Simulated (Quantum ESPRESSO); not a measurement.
Pt:

```
Pt
1.0
     0.00000    1.96090    1.96090
     1.96090    0.00000    1.96090
     1.96090    1.96090    0.00000
Pt
1
Cartesian
  0.0000 0.0000 0.0000
```

```yaml
Program: Quantum ESPRESSO 7.5
Task: phonons and electron-phonon coupling
Functional: PBEsol
Potentials_or_basis: GBRV 1.5 PBEsol
Cutoff: 612 eV
Density_cutoff: 4898 eV
k_mesh: 12 × 12 × 12
Occupations: methfessel-paxton, width 0.272 eV
Spin: no spin polarisation
Mixing_beta: 0.5
Most_SCF_iterations: 120
SCF_threshold: 2e-10 Ry
q_mesh: 4 × 4 × 4
```

The cell and the atoms were relaxed first, to 14.98 Å³/atom (a = 2.767 Å, b = 2.767 Å, c = 2.767 Å, α = 60.00°, β = 60.00°, γ = 60.00°), and the response was taken there.

Levels for the coupling come from a 36 × 36 × 36 mesh; ten broadenings of the double delta from 0.07 to 0.68 eV; Tc from the McMillan formula in the Allen-Dynes form.

Task: How strong is the electron-phonon coupling, and what superconducting temperature follows?

Result: Over broadenings from 0.27 to 0.54 eV, λ lies between 0.39 and 0.46 and ω_log near 129 K, which gives Tc from 0.5 to 1.1 K at μ* = 0.10 and from 0.2 to 0.6 K at μ* = 0.13.

Electron-phonon coupling by broadening of the double delta (levels on a 36 × 36 × 36 mesh):
```
broadening (eV)     λ  N(E_F) (states/eV a spin and cell)  ω_log (K)  Tc, μ* 0.10 (K)  Tc, μ* 0.13 (K)
           0.07  0.59                               1.017        142              3.1              2.2
           0.14  0.53                               0.941        135              2.0              1.3
           0.20  0.49                               0.887        131              1.5              0.9
           0.27  0.46                               0.833        129              1.1              0.6
           0.34  0.44                               0.783        129              0.9              0.5
           0.41  0.42                               0.738        128              0.7              0.3
           0.48  0.41                               0.698        128              0.6              0.3
           0.54  0.39                               0.662        129              0.5              0.2
           0.61  0.38                               0.631        129              0.4              0.2
           0.68  0.37                               0.604        129              0.4              0.1
```

Coupling and linewidth of each mode at the computed q points (broadening 0.27 eV):
```csv
q,cm⁻¹,λ of the modes,linewidths (GHz)
"(0.00, 0.00, 0.25)",55 55 137,0.26 0.26 0.08,8 8 14
"(0.00, 0.00, -0.50)",95 95 199,0.11 0.11 0.03,10 10 13
"(0.00, 0.25, 0.25)",81 81 140,0.15 0.15 0.11,9 9 20
"(0.00, 0.25, -0.50)",111 119 182,0.11 0.20 0.05,14 27 15
"(0.00, 0.25, -0.25)",76 117 170,0.36 0.15 0.07,20 20 19
"(0.00, -0.50, -0.50)",131 131 194,0.14 0.14 0.07,24 24 26
"(0.25, -0.50, -0.25)",113 157 157,0.26 0.08 0.08,33 19 19
```

Eliashberg function at a broadening of 0.27 eV:
| cm⁻¹ | α²F |
| --- | --- |
| 5 | 0.000 |
| 15 | 0.003 |
| 25 | 0.011 |
| 36 | 0.026 |
| 46 | 0.048 |
| 56 | 0.069 |
| 66 | 0.099 |
| 76 | 0.130 |
| 86 | 0.178 |
| 96 | 0.297 |
| 106 | 0.319 |
| 117 | 0.235 |
| 127 | 0.173 |
| 137 | 0.145 |
| 147 | 0.095 |
| 157 | 0.029 |
| 167 | 0.138 |
| 177 | 0.203 |
| 188 | 0.070 |
| 198 | 0.002 |

The smallest broadenings aren't converged on these meshes, and μ* is assumed, not computed; spin fluctuations are left out.

Caveat: λ from interpolated matrix elements is rough: modes that symmetry makes equal can differ by tens of percent.
